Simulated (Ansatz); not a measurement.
Crystal: PbO2.

```
Pb O
1.0
     4.99496    0.00000    0.00000
     0.00000    4.99496    0.00000
     0.00000    0.00000    3.40900
Pb O
2 4
Direct
  0.50000 0.50000 0.50000
  0.00000 0.00000 0.00000
  0.69257 0.69257 0.00000
  0.80743 0.19257 0.50000
  0.19257 0.80743 0.50000
  0.30743 0.30743 0.00000
```

The cell is a database's computed one.

Base run:

```yaml
Program: Ansatz 0.2.0
Functional: LDA
Potentials_or_basis: Ansatz PAW
Cutoff: 420 eV
Density_cutoff: 1680 eV
k_mesh: 5 × 5 × 6
Occupations: fermi-dirac, width 0.05 eV
Spin: no spin polarisation
```

Its results: pressure -4.0 GPa; largest force 0.056 eV/Å.

Question: After a change of settings the same cell gave: pressure -4.5 GPa; largest force 0.071 eV/Å. Which change was it?
A. functional from LDA to PBE
B. spin from no spin polarisation to spin-orbit coupling, no magnetisation; potential files from those of the base run to others of the same set
C. functional from LDA to PBEsol; k mesh from 5 × 5 × 6 to 6 × 6 × 8
D. functional from LDA to PBE; k mesh from 5 × 5 × 6 to 6 × 6 × 8

Answer: B.

Caveats: the PAW data sets come from PBE, with cores solved anew for the run's functional, which leaves a small shift of forces and pressure.

Not every run made on this cell is shown here.
